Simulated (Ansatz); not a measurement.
Runs of Ansatz 0.2.0 on SnO2. Symmetry: Imma, No. 74, orthorhombic system. The conventional cell has a = 6.498 Å, b = 6.829 Å, c = 6.828 Å, α = 90.00°, β = 90.00°, γ = 90.00°. Sn (site symmetry 2/m) is surrounded by 6 O at 2.09 Å. Around Sn (site symmetry mm2) lie 6 O at 2.09 to 2.10 Å. O (site symmetry m) is surrounded by 3 Sn at 2.09 to 2.10 Å. O (site symmetry m) is surrounded by 3 Sn at 2.09 Å. The cell is a database's computed one.

| task | level | cell | smearing | points for each segment of the path | gap on the mesh (eV) | pressure (GPa) | relaxed volume (Å³/atom) | largest force (eV/Å) |
| --- | --- | --- | --- | --- | --- | --- | --- | --- |
| relaxation of cell and atoms | BLYP | relaxed | fermi-dirac 0.05 eV | - | 0.40 | 0.0 | (a) | - |
| relaxation of cell and atoms | PBEsol+D3(BJ) | relaxed | fermi-dirac 0.05 eV | - | 1.05 | 0.0 | 12.02 | - |
| single point | PBE | as given | gaussian 0.012 eV | - | 0.63 | -0.8 | - | 0.06 |
| band structure | BLYP | as given | fermi-dirac 0.05 eV | 10 | (c) | 4.3 | - | 0.06 |
| relaxation of cell and atoms | revPBE | relaxed | fermi-dirac 0.05 eV | - | 0.58 | 0.0 | (b) | - |

Alike in all rows: potentials or basis Ansatz PAW; no spin polarisation; k mesh 6 × 6 × 6; cutoff (eV) 420.

Q: Fill in the values left out.

A: (a) 12.96; (b) 12.80; (c) 0.65.

Caveats: spin-orbit coupling is left out, which moves the levels of the heavy elements; the PAW data sets come from PBE, with cores solved anew for the run's functional, which leaves a small shift of forces and pressure (some runs); the plane-wave basis is chosen anew once the cell has moved, so the energies of steps on either side of that aren't comparable (some runs).

A k mesh can miss the band edges, and the runs leave out spin-orbit coupling on Sn.
